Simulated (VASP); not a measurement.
# CdS (Hawleyite) (F-43m) in VASP: settings compared, part 2 of 2

VASP 6.6.1.

## (3) Phonons, LDA

This run uses another cell than the first one, of 24.02 Å³/atom, 0.967 times its volume.

The input, POSCAR:

```
CdS
1.0
    0.0000000000      2.8853930028      2.8853930028
    2.8853930028      0.0000000000      2.8853930028
    2.8853930028      2.8853930028      0.0000000000
  Cd              S
     1     1
Direct
     0.0000000000000000    0.0000000000000000    0.0000000000000000
     0.2500000000000000    0.2500000000000000    0.2500000000000000
```

The input, INCAR.step1:

```
ALGO = Fast
EDIFF = 1E-8
EDIFFG = -0.002
ENCUT = 600
GGA = CA
IBRION = 2
ISIF = 3
ISMEAR = 0
LASPH = True
LCHARG = False
LREAL = False
LWAVE = False
NELM = 80
NSW = 40
PREC = Accurate
SIGMA = 0.03
```

The input, INCAR.step2:

```
ALGO = Fast
EDIFF = 1E-8
ENCUT = 600
GGA = CA
IBRION = 6
ISIF = 2
ISMEAR = 0
LASPH = True
LCHARG = False
LREAL = False
LWAVE = False
NELM = 80
NFREE = 2
NSW = 1
POTIM = 0.015
PREC = Accurate
SIGMA = 0.03
```

The input, KPOINTS:

```
k-points
0
Gamma
  8 8 8
```

Potentials or basis: VASP PAW LDA potentials, release 64 (Cd, S).

Launch:

```sh
$ cat potpaw_LDA.64/Cd/POTCAR potpaw_LDA.64/S/POTCAR > POTCAR
$ cp INCAR.step1 INCAR
$ mpirun -np 1 vasp_std > vasp.out
$ cp CONTCAR POSCAR
$ cp INCAR.step2 INCAR
$ mpirun -np 1 vasp_std > vasp.out
```

OUTCAR:

```text
EDIFF = 1E-8
   ENCUT = 600
   GGA = CA
   IBRION = 6
   ISIF = 2
   ISMEAR = 0
   LASPH = True
   LREAL = False
   NELM = 80
   NFREE = 2
   NSW = 1
   POTIM = 0.015
   PREC = Accurate

 ion  position               nearest neighbor table
   1  0.000  0.000  0.000-   2 2.50   2 2.50   2 2.50   2 2.50
   2  0.250  0.250  0.250-   1 2.50   1 2.50   1 2.50   1 2.50

  LATTYP: Found a face centered cubic cell.
 ALAT       =     5.7710097003

  Lattice vectors:

 A1 = (   0.0000000000,   2.8855048501,   2.8855048501)
 A2 = (   2.8855048501,   0.0000000000,   2.8855048501)
 A3 = (   2.8855048501,   2.8855048501,   0.0000000000)

Analysis of symmetry for initial positions (statically):
=====================================================================
 Subroutine PRICEL returns:
 Original cell was already a primitive cell.

 Routine SETGRP: Setting up the symmetry group for a
 face centered cubic supercell.

 Subroutine GETGRP returns: Found 24 space group operations
 (whereof 24 operations were pure point group operations)
 out of a pool of 48 trial point group operations.

The static configuration has the point symmetry T_d .

Analysis of symmetry for dynamics (positions and initial velocities):
=====================================================================
 Subroutine PRICEL returns:
 Original cell was already a primitive cell.

 Routine SETGRP: Setting up the symmetry group for a
 face centered cubic supercell.

 Subroutine GETGRP returns: Found 24 space group operations
 (whereof 24 operations were pure point group operations)
 out of a pool of 48 trial point group operations.

The dynamic configuration has the point symmetry T_d .

 Subroutine INISYM returns: Found 24 space group operations
 (whereof 24 operations are pure point group operations),
 and found     1 'primitive' translations

----------------------------------------------------------------------------------------

                                     Primitive cell

  volume of cell :      48.0502

  direct lattice vectors                    reciprocal lattice vectors
     0.000000000  2.885504850  2.885504850    -0.173279903  0.173279903  0.173279903
     2.885504850  0.000000000  2.885504850     0.173279903 -0.173279903  0.173279903
     2.885504850  2.885504850  0.000000000     0.173279903  0.173279903 -0.173279903

  length of vectors
     4.080720093  4.080720093  4.080720093     0.300129596  0.300129596  0.300129596

  position of ions in fractional coordinates (direct lattice)
     0.000000000  0.000000000  0.000000000
     0.250000000  0.250000000  0.250000000

  ion indices of the primitive-cell ions
   primitive index   ion index
                 1           1
                 2           2

----------------------------------------------------------------------------------------

 KPOINTS: k-points

[... 109 lines left out ...]

 number of electron      18.0000001 magnetization

 Free energy of the ion-electron system (eV)
  ---------------------------------------------------
  ext. energy  EPLUGINS =         0.00000000
  ---------------------------------------------------
  free energy    TOTEN  =        -7.40731385 eV

  energy without entropy =       -7.40731385  energy(sigma->0) =       -7.40731385

------------------------ aborting loop because EDIFF is reached ----------------------------------------

  FORCE on cell =-STRESS in cart. coord.  units (eV):
  Direction    XX          YY          ZZ          XY          YZ          ZX
  --------------------------------------------------------------------------------------
  -------------------------------------------------------------------------------------
  Total        0.0029531      0.0029531      0.0029531      0.0000000     -0.0000000     -0.0000000
  in kB        0.0984671      0.0984671      0.0984671      0.0000000     -0.0000000     -0.0000000
  external PRESSURE =       0.0984671 kB  Pullay stress =       0.0000000 kB
[... 131 lines left out ...]
--------------------------------------- Ionic step        5  -------------------------------------------

 number of electron      18.0000001 magnetization

 Free energy of the ion-electron system (eV)
  ---------------------------------------------------
  ext. energy  EPLUGINS =         0.00000000
  ---------------------------------------------------
  free energy    TOTEN  =        -7.40669294 eV

  energy without entropy =       -7.40669294  energy(sigma->0) =       -7.40669294

 E-fermi :   1.5444     XC(G=0):  -9.7323

 val. band max:        1.4176682281   @ k =   0.0000   0.0000   0.0000
 cond. band min:       2.3754010856   @ k =   0.0000   0.0000   0.0000
 fundamental gap:      0.9577328575
 Fermi energy:         1.5444320367

 k-point     1 :       0.0000    0.0000    0.0000
  band No.  band energies     occupation
      1     -11.1473      2.00000
      2      -6.5048      2.00000
      3      -6.4927      2.00000
      4      -6.4807      2.00000
      5      -5.9632      2.00000
      6      -5.9630      2.00000
      7       1.4089      2.00000
      8       1.4138      2.00000
      9       1.4177      2.00000
     10       2.3754      0.00000
     11       7.7614      0.00000
     12       7.7658      0.00000
     13       7.7713      0.00000
[... 354 lines left out ...]
  band No.  band energies     occupation
      1     -10.5992      2.00000
      2      -6.3130      2.00000
      3      -6.2640      2.00000
      4      -5.9978      2.00000
      5      -5.9349      2.00000
      6      -5.4215      2.00000
      7      -3.0074      2.00000
      8      -0.6949      2.00000
      9       0.0903      2.00000
     10       5.7054      0.00000
     11       7.0256      0.00000
     12       8.5180      0.00000
     13       9.6567      0.00000

 [... further k-points ...]
[... 5 lines left out ...]
  --------------------------------------------------------------------------------------
  -------------------------------------------------------------------------------------
  Total       -0.0001827      0.0022395      0.0022395      0.0000000      0.1093257      0.0000000
  in kB       -0.0060905      0.0746724      0.0746724      0.0000000      3.6453335      0.0000000
  external PRESSURE =       0.0477514 kB  Pullay stress =       0.0000000 kB
[... 17 lines left out ...]
  FREE ENERGIE OF THE ION-ELECTRON SYSTEM (eV)
  ---------------------------------------------------
  free  energy   TOTEN  =        -7.4066929434 eV

  energy  without entropy=       -7.4066929434  energy(sigma->0) =       -7.40669294

 INTERNAL STRAIN TENSORS FROM DISPLACED ATOMS
 ============================================

 INTERNAL STRAIN TENSOR FOR ION    1 for displacements in x,y,z  (eV/Angst):
          X           Y           Z          XY          YZ          ZX
  --------------------------------------------------------------------------------
  x     0.00000     0.00000     0.00000     0.00000     7.29356     0.00000
  y     0.00000     0.00000     0.00000     0.00000     0.00000     7.29356
  z     0.00000     0.00000     0.00000     7.29356     0.00000     0.00000

 INTERNAL STRAIN TENSOR FOR ION    2 for displacements in x,y,z  (eV/Angst):
          X           Y           Z          XY          YZ          ZX
  --------------------------------------------------------------------------------
  x    -0.00000     0.00000     0.00000     0.00000    -7.29495     0.00000
  y     0.00000    -0.00000     0.00000     0.00000     0.00000    -7.29495
  z     0.00000     0.00000    -0.00000    -7.29495     0.00000     0.00000

 Eigenvectors and eigenvalues of the dynamical matrix
 ----------------------------------------------------

   1 f  =    7.355568 THz    46.216395 2PiTHz  245.355330 cm-1    30.420170 meV
             X         Y         Z           dx          dy          dz
      0.000000  0.000000  0.000000     0.195652   -0.429161   -0.000000
      1.442752  1.442752  1.442752    -0.365781    0.802338    0.000000
[... 21 lines left out ...]
   6 f/i=    0.004540 THz     0.028526 2PiTHz    0.151441 cm-1     0.018776 meV
             X         Y         Z           dx          dy          dz
      0.000000  0.000000  0.000000     0.004215   -0.320597   -0.821427
      1.442752  1.442752  1.442752     0.002254   -0.171483   -0.439371

 ELASTIC MODULI CONTR FROM IONIC RELAXATION (kBar)
 Direction    XX          YY          ZZ          XY          YZ          ZX
 --------------------------------------------------------------------------------
 XX          -0.0000      0.0000      0.0000      0.0000     -0.0000      0.0000
 YY           0.0000     -0.0000      0.0000      0.0000      0.0000     -0.0000
 ZZ           0.0000      0.0000     -0.0000     -0.0000      0.0000      0.0000
 XY           0.0000      0.0000     -0.0000   -320.9462      0.0000      0.0000
 YZ          -0.0000      0.0000      0.0000      0.0000   -320.9462      0.0000
 ZX           0.0000     -0.0000      0.0000      0.0000      0.0000   -320.9462
 --------------------------------------------------------------------------------
```

Run time: 2 min. Hardware: 1 thread of Intel Xeon 6975P-C (Granite Rapids), shared host; peak memory 0.28 GiB.

Results:

| Property | Result |
| --- | --- |
| Highest phonon frequency at Γ, LO-TO splitting left out | 245 cm⁻¹ |

Phonon frequencies in cm⁻¹ (negative: imaginary):
```
              q point        frequencies
(0.000, 0.000, 0.000)  0 0 0 245 245 245
```

## (4) Dielectric tensor, LDA

This run uses another cell than the first one, of 24.03 Å³/atom, 0.967 times its volume.

The input, INCAR:

```
ALGO = Fast
EDIFF = 1E-8
ENCUT = 600
GGA = CA
ISIF = 2
ISMEAR = 0
LASPH = True
LCHARG = False
LEPSILON = True
LREAL = False
LWAVE = False
NELM = 80
PREC = Accurate
SIGMA = 0.03
```

The input, KPOINTS:

```
k-points
0
Monkhorst-Pack
  14 14 14
```

The input, POSCAR:

```
CdS                                     
1.0
    0.0000000000      2.8855048501      2.8855048501
    2.8855048501      0.0000000000      2.8855048501
    2.8855048501      2.8855048501      0.0000000000
  Cd              S             
     1     1
Direct
     0.0000000000000000    0.0000000000000000    0.0000000000000000
     0.2500000000000000    0.2500000000000000    0.2500000000000000
```

Potentials or basis: VASP PAW LDA potentials, release 64 (Cd, S).

Launch:

```sh
$ cat potpaw_LDA.64/Cd/POTCAR potpaw_LDA.64/S/POTCAR > POTCAR
$ mpirun -np 1 vasp_std > vasp.out
```

OUTCAR:

```text
EDIFF = 1E-8
   ENCUT = 600
   GGA = CA
   ISIF = 2
   ISMEAR = 0
   LASPH = True
   LEPSILON = True
   LREAL = False
   NELM = 80
   PREC = Accurate

 ion  position               nearest neighbor table
   1  0.000  0.000  0.000-   2 2.50   2 2.50   2 2.50   2 2.50
   2  0.250  0.250  0.250-   1 2.50   1 2.50   1 2.50   1 2.50

  LATTYP: Found a face centered cubic cell.
 ALAT       =     5.7710097002

  Lattice vectors:

 A1 = (   0.0000000000,   2.8855048501,   2.8855048501)
 A2 = (   2.8855048501,   0.0000000000,   2.8855048501)
 A3 = (   2.8855048501,   2.8855048501,   0.0000000000)

Analysis of symmetry for initial positions (statically):
=====================================================================
[... 632 lines left out ...]
    -0.00006 -0.62510  0.00000
    -0.62510 -0.00006  0.00000
     0.00000  0.00000 -0.00043

 MACROSCOPIC STATIC DIELECTRIC TENSOR (including local field effects in DFT)
 ------------------------------------------------------
           6.555147     0.000000    -0.000000
           0.000000     6.555147    -0.000000
           0.000000     0.000000     6.555147
 ------------------------------------------------------

 PIEZOELECTRIC TENSOR (including local field effects)  for field in x, y, z        (e  Angst)
          XX          YY          ZZ          XY          YZ          ZX
  --------------------------------------------------------------------------------
  x     0.00000     0.00000     0.00000     0.00000    -1.87853    -0.00000
  y    -0.00000    -0.00000     0.00000     0.00000    -0.00000    -1.87853
  z     0.00000    -0.00000    -0.00000    -1.87853    -0.00000     0.00000

 PIEZOELECTRIC TENSOR (including local field effects)  for field in x, y, z        (C/m^2)
          XX          YY          ZZ          XY          YZ          ZX
  --------------------------------------------------------------------------------
  x     0.00000     0.00000     0.00000     0.00000    -0.62637    -0.00000
  y    -0.00000    -0.00000     0.00000     0.00000    -0.00000    -0.62637
  z     0.00000    -0.00000    -0.00000    -0.62637    -0.00000     0.00000

 BORN EFFECTIVE CHARGES (including local field effects) (in |e|, cummulative output)
 ---------------------------------------------------------------------------------
 ion    1
    1     2.14209     0.00000     0.00000
    2     0.00000     2.14209     0.00000
    3     0.00000     0.00000     2.14209
 ion    2
    1    -2.14209     0.00000     0.00000
    2     0.00000    -2.14209     0.00000
    3     0.00000     0.00000    -2.14209
```

Wall time 36 min (1 thread of Intel Xeon 6975P-C (Granite Rapids), shared host); peak memory 2.4 GiB.

What came out:

```yaml
Electronic_dielectric_tensor_diagonal: 6.56
Born_charges_mean_of_the_diagonal: Cd +2.14; S -2.14 e
```

Levels at points of the mesh, in eV from the valence-band top:
```
           k point  band 7  band 8  band 9  band 10  band 11  band 12
(0.04, 0.04, 0.04)   -0.15    0.00    0.00     1.11     6.33     6.38
```

Electronic dielectric tensor:
```
6.56 0.00 0.00
0.00 6.56 0.00
0.00 0.00 6.56
```

Born effective charge tensors (e):
atom 1, Cd
```
2.14 0.00 0.00
0.00 2.14 0.00
0.00 0.00 2.14
```
atom 2, S
```
-2.14  0.00  0.00
 0.00 -2.14  0.00
 0.00  0.00 -2.14
```

## (5) Phonons, PBEsol

The input, POSCAR:

```
CdS
1.0
    0.0000000000      2.9176352628      2.9176352628
    2.9176352628      0.0000000000      2.9176352628
    2.9176352628      2.9176352628      0.0000000000
  Cd              S
     1     1
Direct
     1.0000000000000000    1.0000000000000000    1.0000000000000000
     0.2500000000000000    0.2500000000000000    0.2500000000000000
```

The input, INCAR.step1:

```
  ALGO = Normal
  EDIFF = 1E-8
  EDIFFG = -0.002
  ENCUT = 600
  GGA = PS
  IBRION = 2
  ISIF = 3
  ISMEAR = 0
  LASPH = T
  LCHARG = F
  LREAL = F
  LWAVE = F
  NELM = 80
  NSW = 40
  PREC = Accurate
  SIGMA = 0.03
```

The input, INCAR.step2:

```
  ALGO = Normal
  EDIFF = 1E-8
  ENCUT = 600
  GGA = PS
  IBRION = 6
  ISIF = 2
  ISMEAR = 0
  LASPH = T
  LCHARG = F
  LREAL = F
  LWAVE = F
  NELM = 80
  NFREE = 2
  NSW = 1
  POTIM = 0.015
  PREC = Accurate
  SIGMA = 0.03
```

The input, KPOINTS:

```
k-points
0
Gamma
  8 8 8
```

Potentials or basis: VASP PAW PBE potentials, release 64 (Cd, S).

Launch:

```sh
$ cat potpaw_PBE.64/Cd/POTCAR potpaw_PBE.64/S/POTCAR > POTCAR
$ cp INCAR.step1 INCAR
$ mpirun -np 1 vasp_std > vasp.out
$ cp CONTCAR POSCAR
$ cp INCAR.step2 INCAR
$ mpirun -np 1 vasp_std > vasp.out
```

OUTCAR:

```text
EDIFF = 1E-8
   ENCUT = 600
   GGA = PS
   IBRION = 6
   ISIF = 2
   ISMEAR = 0
   LASPH = T
   LREAL = F
   NELM = 80
   NFREE = 2
   NSW = 1
   POTIM = 0.015
   PREC = Accurate

 ion  position               nearest neighbor table
   1  0.000  0.000  0.000-   2 2.53   2 2.53   2 2.53   2 2.53
   2  0.250  0.250  0.250-   1 2.53   1 2.53   1 2.53   1 2.53

  LATTYP: Found a face centered cubic cell.
[... 771 lines left out ...]
  x    -0.00000     0.00000     0.00000     0.00000     6.50258     0.00000
  y     0.00000    -0.00000     0.00000     0.00000     0.00000     6.50258
  z     0.00000     0.00000    -0.00000     6.50258     0.00000     0.00000

 INTERNAL STRAIN TENSOR FOR ION    2 for displacements in x,y,z  (eV/Angst):
          X           Y           Z          XY          YZ          ZX
  --------------------------------------------------------------------------------
  x     0.00000     0.00000     0.00000     0.00000    -6.50242     0.00000
  y    -0.00000     0.00000    -0.00000     0.00000     0.00000    -6.50242
  z     0.00000     0.00000     0.00000    -6.50242     0.00000     0.00000

 Eigenvectors and eigenvalues of the dynamical matrix
 ----------------------------------------------------

   1 f  =    6.997520 THz    43.966712 2PiTHz  233.412128 cm-1    28.939402 meV
             X         Y         Z           dx          dy          dz
      0.000000  0.000000  0.000000    -0.470856    0.000000    0.000000
      1.458986  1.458986  1.458986     0.882210    0.000000    0.000000
[... 21 lines left out ...]
   6 f/i=    0.002021 THz     0.012697 2PiTHz    0.067404 cm-1     0.008357 meV
             X         Y         Z           dx          dy          dz
      0.000000  0.000000  0.000000     0.000000   -0.575105   -0.668991
      1.458986  1.458986  1.458986     0.000000   -0.306947   -0.357056

 ELASTIC MODULI CONTR FROM IONIC RELAXATION (kBar)
 Direction    XX          YY          ZZ          XY          YZ          ZX
 --------------------------------------------------------------------------------
 XX          -0.0000     -0.0000     -0.0000      0.0000      0.0000     -0.0000
 YY          -0.0000     -0.0000     -0.0000      0.0000      0.0000      0.0000
 ZZ          -0.0000     -0.0000     -0.0000      0.0000      0.0000     -0.0000
 XY           0.0000      0.0000      0.0000   -272.8505     -0.0000      0.0000
 YZ           0.0000      0.0000      0.0000     -0.0000   -272.8505     -0.0000
 ZX          -0.0000      0.0000     -0.0000      0.0000     -0.0000   -272.8505
 --------------------------------------------------------------------------------
```

OUTCAR.step1:

```text
EDIFF = 1E-8
   EDIFFG = -0.002
   ENCUT = 600
   GGA = PS
   IBRION = 2
   ISIF = 3
   ISMEAR = 0
   LASPH = T
   LREAL = F
[... 655 lines left out ...]
      5.83594      5.83594      5.83594        -0.000000      0.000000     -0.000000
      1.45899      1.45899      1.45899         0.000000     -0.000000      0.000000
 -----------------------------------------------------------------------------------
    total drift:                               -0.000000     -0.000000     -0.000000

  FREE ENERGIE OF THE ION-ELECTRON SYSTEM (eV)
  ---------------------------------------------------
  free  energy   TOTEN  =        -6.8137021324 eV

  energy  without entropy=       -6.8137021324  energy(sigma->0) =       -6.81370213

 reached required accuracy - stopping structural energy minimisation
```

OSZICAR.step1:

```text
N       E                     dE             d eps       ncg     rms          rms(c)
DAV:   1     0.121967368066E+03    0.12197E+03   -0.10135E+04   770   0.143E+03
DAV:   2    -0.167228716783E+01   -0.12364E+03   -0.11813E+03   844   0.315E+02
DAV:   3    -0.726968052421E+01   -0.55974E+01   -0.55788E+01   899   0.690E+01
[... 17 lines left out ...]
DAV:   3    -0.681370293199E+01    0.19796E-05   -0.53200E-06   814   0.281E-02    0.101E-02
DAV:   4    -0.681370231452E+01    0.61747E-06   -0.30518E-07   764   0.654E-03    0.199E-03
DAV:   5    -0.681370215648E+01    0.15803E-06   -0.60534E-08   809   0.409E-03    0.603E-04
DAV:   6    -0.681370213294E+01    0.23543E-07   -0.82623E-09   402   0.127E-03    0.278E-04
DAV:   7    -0.681370213238E+01    0.55729E-09   -0.88367E-10   382   0.322E-04
   2 F= -.68137021E+01 E0= -.68137021E+01  d E =-.366797E-06
```

Run time: 4.6 min. Hardware: 1 thread of Intel Xeon Platinum 8259CL at 2.50GHz (Skylake/Cascade Lake), shared host; peak memory 0.3 GiB.

Results:

| Property | Result |
| --- | --- |
| Highest phonon frequency at Γ, LO-TO splitting left out | 233 cm⁻¹ |

Phonon frequencies in cm⁻¹ (negative: imaginary):
```
              q point        frequencies
(0.000, 0.000, 0.000)  0 0 0 233 233 233
```

Caveat: the PAW data sets were made with another functional, which shifts forces and pressure a little.
